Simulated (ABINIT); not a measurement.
Runs of ABINIT 10.8.3 (patched build) on CuAu. Symmetry: P4/mmm, No. 123, tetragonal system. The conventional cell has a = 2.811 Å, b = 2.811 Å, c = 3.685 Å, α = 90.00°, β = 90.00°, γ = 90.00°. Around Au (site symmetry 4/mmm) lie 8 Cu at 2.71 Å and 4 Au at 2.81 Å. Cu (site symmetry 4/mmm) has 8 Au at 2.71 Å and 4 Cu at 2.81 Å as nearest neighbours. 

```csv
task,level,potentials or basis,cell,cutoff (eV),cell freedom (optcell),cutoff smearing ecutsm (Ha),optimiser (ionmov),force stop (Ha/bohr),fine-grid cutoff,gap on the mesh (eV),pressure (GPa)
single point,PBEsol,PseudoDojo NC SR PBEsol v0.4 stringent,as given,1415,-,-,-,-,-,none,-4.2
relaxation of cell and atoms,PBE,JTH PAW PBE v2.0,relaxed,707,2,0.5,22,0.0001,1306.15 eV,none,0.0
single point,PBEsol,PseudoDojo NC SR PBEsol v0.4.1 standard,as given,1252,-,-,-,-,-,none,-4.3
single point,PBEsol,JTH PAW PBE v2.0,as given,707,-,-,-,-,1306.15 eV,none,(a)
```

Alike in all rows: no spin polarisation; k mesh 9 × 9 × 7; smearing fermi-dirac 0.05 eV.

Question: Estimate the missing entries.

Answer: (a) -3.5.

Caveats: the PAW data sets were made with another functional, which shifts forces and pressure a little (some runs).

A k mesh can miss the band edges, and the runs leave out spin-orbit coupling on Au.

A gap of «none» marks a metal or a gap under the smearing width.

The runs don't all hold the same shells in valence.
